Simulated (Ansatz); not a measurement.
# Si16O31: the cost of one run

All numbers below are computed with Ansatz 0.2.0 (DFT PBEsol, plane waves, PAW, scalar-relativistic, no spin polarisation).

## (1) The starting structure

The cell holds 47 atoms (O31Si16): a = 10.466 Å, b = 9.063 Å, c = 8.540 Å, α = 90.00°, β = 90.00°, γ = 90.00°.

The coordinates stand in the first input below.

## (2) End point A

input.yaml reads:

```yaml
crystal:
  lattice:
    - [-5.232813, -9.063498, 0.0]
    - [7.849219, -4.531749, 0.0]
    - [0.0, 0.0, 8.539823]
  atoms:
    - { symbol: Si, position: [0.5019144, 0.661621, 0.9412058] }
    - { symbol: Si, position: [0.4994409, 0.3362346, 0.4396434] }
    - { symbol: Si, position: [0.5002502, 0.3385404, 0.0616307] }
    - { symbol: Si, position: [0.5055768, 0.6694686, 0.5625672] }
    - { symbol: O, position: [0.6285234, 0.2471599, -0.0042529] }
    - { symbol: O, position: [0.6248498, 0.7446106, 0.499583] }
    - { symbol: O, position: [0.5019469, 0.4948943, -0.0013783] }
    - { symbol: O, position: [0.5014344, 0.6653948, 0.7524535] }
    - { symbol: O, position: [0.5027086, 0.3383368, 0.2452645] }
    - { symbol: O, position: [0.6246419, 0.2480134, 0.4957002] }
    - { symbol: O, position: [0.6223466, 0.7486216, 0.0029216] }
    - { symbol: Si, position: [0.2476696, 0.1675371, 0.9344597] }
    - { symbol: Si, position: [0.2547363, 0.8328598, 0.43527] }
    - { symbol: Si, position: [0.254034, 0.834401, 0.0606783] }
    - { symbol: Si, position: [0.25141, 0.1717657, 0.5631175] }
    - { symbol: O, position: [0.3766624, 0.7438773, 0.0047151] }
    - { symbol: O, position: [0.3695588, 0.2457379, 0.5002418] }
    - { symbol: O, position: [0.2467, -0.0012231, 0.5048449] }
    - { symbol: O, position: [0.2446747, 0.0048948, -0.006873] }
    - { symbol: O, position: [0.2532803, 0.1703688, 0.7463479] }
    - { symbol: O, position: [0.2534618, 0.8358133, 0.2410429] }
    - { symbol: O, position: [0.3678877, 0.749002, 0.5028005] }
    - { symbol: O, position: [0.3723191, 0.245523, -0.0053923] }
    - { symbol: Si, position: [0.0026208, 0.661966, 0.9366438] }
    - { symbol: Si, position: [0.0041732, 0.3305908, 0.4349684] }
    - { symbol: Si, position: [0.0019234, 0.3360151, 0.0681856] }
    - { symbol: Si, position: [0.0037957, 0.6636019, 0.5649909] }
    - { symbol: O, position: [0.1245072, 0.2488562, -0.0026516] }
    - { symbol: O, position: [0.1254827, 0.7515466, 0.4976901] }
    - { symbol: O, position: [0.0010861, 0.5028985, 0.4995327] }
    - { symbol: O, position: [0.003212, 0.4954671, 0.0025906] }
    - { symbol: O, position: [-0.0008714, 0.6684148, 0.749219] }
    - { symbol: O, position: [0.0002554, 0.3372533, 0.2471819] }
    - { symbol: O, position: [0.1289565, 0.2489727, 0.4981626] }
    - { symbol: O, position: [0.1238708, 0.7536256, 0.0031744] }
    - { symbol: Si, position: [0.7518118, 0.1676116, 0.9375195] }
    - { symbol: Si, position: [0.7483729, 0.8297166, 0.4377633] }
    - { symbol: Si, position: [0.7501932, 0.832703, 0.0632962] }
    - { symbol: Si, position: [0.7482276, 0.1640904, 0.5660792] }
    - { symbol: O, position: [0.8718772, 0.7524292, -0.0003867] }
    - { symbol: O, position: [0.8800026, 0.2473129, 0.4979372] }
    - { symbol: O, position: [0.7480595, -0.000299, 0.5018343] }
    - { symbol: O, position: [0.7497847, 5.13e-05, -0.0042761] }
    - { symbol: O, position: [0.7539111, 0.1627494, 0.7522177] }
    - { symbol: O, position: [0.7509069, 0.8356067, 0.2513344] }
    - { symbol: O, position: [0.8742, 0.7524444, 0.4990032] }
    - { symbol: O, position: [0.8785689, 0.2496463, 0.0009473] }
basis:
  ecutwfc: 420.0
kpoints:
  mp_grid: { grid: [1, 1, 2] }
hamiltonian:
  xc: pbesol
  pseudopotentials: { kind: paw, azcp: { folder: soft_1 } }
scf:
  occupations: { method: gaussian, width: 0.02 }
  lower_state_search: "off"
relax:
  f_tol: 0.03
  max_steps: 60
  adjacent_minimum: "off"
```

Started as:

```bash
ansatz run input.yaml --threads 2 --pin off --max-ram 5120MiB --backend cpu --events-out ev --progress --plain --runs-dir out
```

**Question.** How long does this run take on 2 threads of Arm Neoverse V1, shared host, and how much memory does it need?

About 2.8 min, with a peak of 1.5 GiB.
